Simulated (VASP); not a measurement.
Runs of VASP 6.6.1 on P. The structure is hexagonal, space group P6/mmm (No. 191). Conventional cell: a = 2.635 Å, b = 2.635 Å, c = 2.449 Å, α = 90.00°, β = 90.00°, γ = 120.00°. P (site symmetry 6/mmm) is surrounded by 8 P at 2.45 to 2.64 Å. The cell was built by a generator and needn't be a form met in nature.

| task | level | potentials or basis | cell | cutoff (eV) | smearing | gap on the mesh (eV) | pressure (GPa) |
| --- | --- | --- | --- | --- | --- | --- | --- |
| single point | PBEsol+D4 | VASP PAW PBE potentials, release 64 (P) | as given | 520 | fermi-dirac 0.1 eV | none | -6.5 |
| relaxation of cell and atoms | PBE | VASP PAW PBE potentials, release 64 (P) | relaxed | 600 | gaussian 0.05 eV | none | 0.0 |
| relaxation of the atoms | LDA | VASP PAW LDA potentials, release 64 (P) | atoms relaxed | 520 | gaussian 0.05 eV | none | -4.9 |
| density of states | TPSS+D3(BJ) | VASP PAW PBE potentials, release 64 (P) | volume scaled by 1.08 | 500 | tetrahedron | none | (a) |
| single point | PBE | VASP PAW PBE potentials, release 64 (P) | as given | 520 | fermi-dirac 0.05 eV | none | -0.3 |

Alike in all rows: no spin polarisation; k mesh 12 × 12 × 11.

Q: Fill in the values left out.

A: (a) -12.1.

Caveats: the PAW data sets were made with another functional, which shifts forces and pressure a little (some runs); pairwise dispersion overbinds metals, which lowers pressure and volume (some runs); the relaxation stopped at its first step, so nothing moved (some runs); tetrahedron occupations give inexact forces and stress in metals (some runs).

A gap of «none» marks a metal or a gap under the smearing width.
